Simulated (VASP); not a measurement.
Here is a VASP 6.6.1 calculation.

INCAR

```
PREC = Accurate
ENCUT = 520
EDIFF = 1E-6
ISMEAR = 1
SIGMA = 0.1
LREAL = False
LASPH = True
NELM = 60
ALGO = Fast
ISIF = 2
LWAVE = False
LCHARG = False
GGA = PE
ICORELEVEL = 1
KPAR = 4
```

File KPOINTS:

```
Automatic mesh
0
Gamma
  5 5 5
```

The input POSCAR:

```
W
1.0
    6.3293800000      0.0000000000      0.0000000000
    0.0000000000      6.3293800000      0.0000000000
    0.0000000000      0.0000000000      6.3293800000
W
16
Direct
    0.0000000000      0.0000000000      0.0000000000
    0.5000000000      0.0000000000      0.0000000000
    0.0000000000      0.5000000000      0.0000000000
    0.0000000000      0.0000000000      0.5000000000
    0.2500000000      0.2500000000      0.2500000000
    0.5000000000      0.5000000000      0.0000000000
    0.5000000000      0.0000000000      0.5000000000
    0.7500000000      0.2500000000      0.2500000000
    0.0000000000      0.5000000000      0.5000000000
    0.2500000000      0.7500000000      0.2500000000
    0.2500000000      0.2500000000      0.7500000000
    0.5000000000      0.5000000000      0.5000000000
    0.7500000000      0.7500000000      0.2500000000
    0.7500000000      0.2500000000      0.7500000000
    0.2500000000      0.7500000000      0.7500000000
    0.7500000000      0.7500000000      0.7500000000
```

Potentials or basis: VASP PAW PBE potentials, release 64 (W_sv).

Command:

```console
$ cat potpaw_PBE.64/W_sv/POTCAR > POTCAR
$ mpirun -np 4 vasp_std > vasp.out
```

(1) Estimate the band gap on the k mesh.

(2) What does it give for the pressure?

## Answers

(1) none (metal or under the smearing width).

(2) 6.5 GPa.
